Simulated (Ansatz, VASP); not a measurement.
**Fe: VASP beside Ansatz**

INCAR

```
  PREC = Accurate
  ENCUT = 520
  EDIFF = 1E-7
  ISMEAR = -1
  SIGMA = 0.1
  LREAL = False
  LASPH = True
  NELM = 150
  ALGO = Normal
  ISIF = 2
  LWAVE = False
  LCHARG = False
  ISPIN = 2
  MAGMOM = 4 -4
  LORBIT = 11
  LMAXMIX = 4
  GGA = PE
  NBANDS = 19
```

Contents of KPOINTS:

```
Automatic mesh
0
Gamma
  12 12 6
```

Contents of POSCAR:

```
Fe
1.0
    0.0000000000      1.7545000000      1.7545000000
    1.7545000000      0.0000000000      1.7545000000
    3.5090000000      3.5090000000      0.0000000000
Fe
2
Direct
    0.0000000000      0.0000000000      0.0000000000
    0.0000000000      0.0000000000      0.5000000000
```

Input for Ansatz:

```yaml
crystal:
  lattice:
    - [0.0, 1.7545, 1.7545]
    - [1.7545, 0.0, 1.7545]
    - [3.509, 3.509, 0.0]
  atoms:
    - { symbol: Fe, position: [0.0, 0.0, 0.0], spin: 4.0 }
    - { symbol: Fe, position: [0.0, 0.0, 0.5], spin: -4.0 }
magnetization:
  spin_polarized: true
hamiltonian:
  xc: pbe
  pseudopotentials: { kind: paw }
basis:
  ecutwfc: 420
kpoints:
  mp_grid: { grid: [12, 12, 6] }
scf:
  occupations: { method: fermi_dirac, width: 0.1 }
output:
  forces: true
  stress: true
```

Alike in both runs: task single point; functional PBE; k mesh 12 × 12 × 6; occupations fermi-dirac, width 0.1 eV; collinear spin.

|  | VASP | Ansatz |
| --- | --- | --- |
| version | VASP 6.6.1 | Ansatz 0.2.0 |
| potentials or method | VASP PAW PBE potentials, release 64 (Fe) | PAW, plane waves, scalar-relativistic |
| plane-wave cutoff (eV) | 520 | 420 |
| valence electrons in the cell | 16 | 32 |

|  | VASP | Ansatz | Ansatz less VASP |
| --- | --- | --- | --- |
| pressure (GPa) | -4.9 | -4.9 | -0.03 |
| largest component of the traceless stress (GPa) | 2.75 | 2.70 | -0.045 |
| net moment per atom (μB) | 0.00 | 0.00 | 0.000 |
| size of the moment on the site where the two differ most (μB) | 1.23 | 1.19 | -0.039 |

Site moments also hang on the region over which each program counts them. With one functional, cell and mesh, what is left measures potentials, basis and numerics. The two sets of potentials don't hold the same shells in valence.

Caveats: the moment fell far below its start of 4 μB, so a state of higher moment may lie lower in energy (VASP).
